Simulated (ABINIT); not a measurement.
Input of an ABINIT 10.8.3 (patched build) run:

File run.abi:

```
# Pseudopotentials
pp_dirpath "./"
pseudos "32_Ge_14_2.2_2.3_pbe_n_v1.0.psp8"

# Structure
acell 3*1.0
rprim
    -4.8650804796     4.8650804796     2.6407271787
     4.8650804796    -4.8650804796     2.6407271787
     4.8650804796     4.8650804796    -2.6407271787
ntypat 1
znucl 32
natom 2
typat 1 1
xred
     0.5000000000     0.5000000000     0.0000000000
     0.2500000000     0.7500000000     0.5000000000

# Plane-wave basis
ecut 26.0

# k points
kptopt 1
ngkpt 3 3 3
nshiftk 1
shiftk 0.0 0.0 0.0

# Exchange and correlation
ixc 41

# Bands and occupations
nband 16
occopt 1

# SCF cycle
nstep 60
diemac 1.0
toldfe 1.0e-7

# Output
iomode 3
prtwf 0
prtden 0
prteig 0
prtebands 0
enunit 2
prtvol 2
```

Potentials or basis: SPMS NC PBE v1.0.

Command:

```sh
$ mpirun --bind-to none -np 4 abinit run.abi > log 2>&1
```

Q: Estimate the pressure.

A: -0.3 GPa.

Q: Estimate the band gap on the k mesh.

A: None (metal or under the smearing width).

Stress tensor (GPa, compression positive):
```
 0.27  0.00  0.00
 0.00  0.27  0.00
 0.00  0.00 -1.46
```

Caveat: the k mesh is coarse (spacing up to 0.85 Å⁻¹), so the values aren't converged, least of all with exact exchange; exact exchange is summed on a coarse mesh, which widens gaps by tenths of an eV; the potentials were made for another functional, which shifts forces and pressure.
